Q: A covalent bond in silicon is a pair of electrons shared between neighbouring atoms. If a density-functional calculation is asked for localised functions, do they turn up between the atoms?

A: The table answers that for one set of eight Wannier functions, computed with the LDA. A Wannier function is a localised function made by combining the extended electron waves of the crystal. The columns function a, function b and function c give its centre as fractions of the cell edges. The function spread is the mean square distance from that centre, so a small value means a compact function.

Wannier functions of silicon in the diamond structure (two-atom cell), built by projection on a 5x5x5 k mesh. Quantum ESPRESSO 7.5, LDA without spin-orbit coupling, PseudoDojo 0.4.1 scalar-relativistic standard pseudopotentials, plane-wave cutoff 435 eV, 8x8x8 k mesh for the self-consistent density.

```
row  function a (fractional)  function b (fractional)  function c (fractional)  function spread (angstrom^2)
  1                    0.500                    0.500                    0.500                         1.633
  2                    0.500                    0.500                    0.500                         2.561
  3                    0.500                    0.500                    0.500                         2.561
  4                    0.500                    0.500                    0.500                         2.560
  5                    0.750                    0.750                    0.750                         1.633
  6                    0.750                    0.750                    0.750                         2.561
  7                    0.750                    0.750                    0.750                         2.560
  8                    0.750                    0.750                    0.750                         2.561
```

There are only two centres, with four functions on each. They lie 2.357 Å apart, the distance between neighbouring silicon atoms, and I take them to be the atoms themselves. A function in the middle of the bond between them would have all three coordinates at 0.625, and no row comes near that.

Q: Then where has the covalent bond gone?

A: It is still there, but this set describes more than the bonds. The two atoms bring eight valence electrons, and each function can hold two, so eight functions have twice the room that the electrons need. The other half of the room belongs to empty states. The set was built to reproduce the filled bands and also the conduction states up to 3 eV above the conduction band minimum.

Think of two orbitals on neighbouring atoms that point at each other. Added in phase they make a filled bonding function, and added out of phase they make an empty antibonding one. If both combinations are kept, the two atomic orbitals describe the same states equally well. The bond then shows up in the coupling between functions on neighbouring atoms, and their centres need not move.

A known textbook result, which I recall here and which was not computed for this table, makes the contrast clear. Take only the four filled bands of silicon and make their functions as compact as possible, and the result is four equivalent functions, one in the middle of each bond. The crystal and its electron density are the same in both cases. What has changed is the set of states and the way they are combined.

Q: Why does each atom carry one compact function and three wide ones?

A: That is the pattern of one s function and three p functions. I infer it from the table: a tetrahedral site makes the three p functions equivalent to each other but leaves the s function on its own. The compact function has a spread of 1.633 Å² and the wide ones about 2.56 Å². The last-digit differences among the wide ones are numerical noise.

The difference in size is most simply traced to the free atom. A 3s electron spends more time close to the nucleus, where the inner electrons screen the nuclear charge less, so it is bound more tightly and its outer part is drawn in. A 3p electron is kept away from the nucleus by its angular momentum and reaches further out.

The square root of the spread turns it into a length, and by that measure the wide functions are 1.25 times as large as the compact one. Rough recalled mean radii of the free atom, 2.8 bohr for 3p and 2.2 bohr for 3s, give nearly the same ratio. The two measures of size are not identical, so this supports an atomic origin but is no strict test of it.

Q: But each atom has neighbours on four sides. Shouldn't they pull the functions off the nucleus?

A: They do distort them, but symmetry keeps the centres in place. A silicon site has three twofold axes that cross at the nucleus. A half-turn about any of them leaves an s function unchanged and at most reverses the sign of a p function that points along one of the axes. The density is the square of the function, so it doesn't change at all. Its centre must therefore lie on all three axes at once, and the only such point is the nucleus.

An sp³ hybrid escapes this rule, because a half-turn carries it into a different hybrid. On one side of the atom its s and p parts add, and on the other they partly cancel. Its density leans towards one neighbour, and its centre moves that way. Four such hybrids would also have equal spreads, so both the positions and the spreads in the table speak against them.

Q: How different would the table look if the same functions were mixed into hybrids?

A: It can be estimated from the same calculation. Mixing functions on one atom doesn't change their summed mean square distance from the nucleus. A hybrid is one quarter s and three quarters p, so its own mean square distance is ¼ × 1.633 + ¾ × 2.561 = 2.329 Å². The spread is counted from the hybrid's displaced centre, however, so the square of the displacement has to be subtracted.

The displacement comes from the overlap of s and p, weighted with position. Call this quantity d for the s function and the p function along one axis. The hybrid ½(s + pₓ + p_y + p_z) then moves by d/2 along each of the three axes, and its squared displacement is 3d²/4.

The calculation limits d. It gives 6.44 Å² for the sum of all such squared cross terms between different functions. The s–p pairs on the two atoms contribute 12d² to this sum, and everything else in it is positive. So d² is at most 0.54 Å², and the squared displacement at most 0.40 Å².

A hybrid would therefore sit up to 0.63 Å from its atom and have a spread of at least 2.329 − 0.40 = 1.93 Å². Even at this limit it would stay well short of the bond centre, which is 1.18 Å away. To get there it must be combined with the hybrid that faces it from the neighbouring atom.

Q: How firm are those limits?

A: They hold for p functions that keep their atomic shape. The tetrahedral surroundings also allow a cross term between two different p functions, which I have left out and which could push the hybrid further. Even with it, the same sum of 6.44 Å² keeps the hybrid within 0.90 Å of its atom, still short of the bond centre. The words "largest possible" and "smallest possible" in the output printed below are meant within this simplification. The estimate has not been tested either, since the table contains no hybrids to compare it with.

Q: Can I at least read the spread as a property of silicon, a measure of how localised its electrons are?

A: Only in part. About 65 percent of the total spread is the same for every way of combining these eight functions. It sets a floor of 1.51 Å² for the average spread, against the 2.33 Å² found here. The difference depends on how the functions are chosen, and this choice is not the most compact one, because hybrids would have a smaller average spread. The absolute values, and with them the limits for a hybrid, also depend on the mesh used to build the functions. That mesh was 5x5x5, and no other was tried, so the split into one and three is safer than the second decimal.

Q: I work on transistors. Which set would I want for a model of a silicon channel?

A: One like this, if the model has to carry both holes and electrons. Holes move in the filled bands and electrons in the lowest conduction states, and these eight functions cover both. Four bond-centred functions built from the filled bands alone would serve for holes but would have no conduction band. Atom-centred functions also make it easy to see which atoms a current passes through.

The model inherits the faults of the calculation behind it. The LDA gap, taken from the k points of the calculation, is about 0.5 eV, while the measured gap of silicon is roughly 1.1 eV. Localised functions reproduce the bands they are given and don't repair them, so the gap has to be corrected before the model is used for leakage or switching. The calculation also leaves out spin-orbit coupling, which slightly splits the top of the filled bands, so a careful model of the holes has to add it.

Output of the analysis:

```
Distance between the two centres (angstrom): 2.357
Half of that distance, where a bond-centred function would sit (angstrom): 1.179
Compact functions on the first site (count): 1
Compact functions on the second site (count): 1
Mean spread of the compact functions (angstrom^2): 1.633
Mean spread of the wide functions (angstrom^2): 2.561
Ratio of spreads, wide to compact: 1.568
Root of the spread, compact function (angstrom): 1.278
Root of the spread, wide function (angstrom): 1.6
Ratio of these roots, wide to compact: 1.252
Ratio of rough recalled free-atom mean radii, 3p to 3s: 1.273
Total spread of the eight functions (angstrom^2): 18.63
Average spread per function (angstrom^2): 2.329
Invariant part per function, floor for any choice in this space (angstrom^2): 1.506
Invariant part as share of the total (percent): 64.69
Largest possible lowering of the total by on-site sp3 mixing (angstrom^2): 3.22
The same as share of the total (percent): 17.28
Largest possible shift of an sp3 hybrid from its atom (angstrom): 0.6344
That shift as a share of the bond length (percent): 26.92
Smallest possible spread of an on-site sp3 hybrid (angstrom^2): 1.926
Frozen window top above the conduction band minimum (eV): 3
```
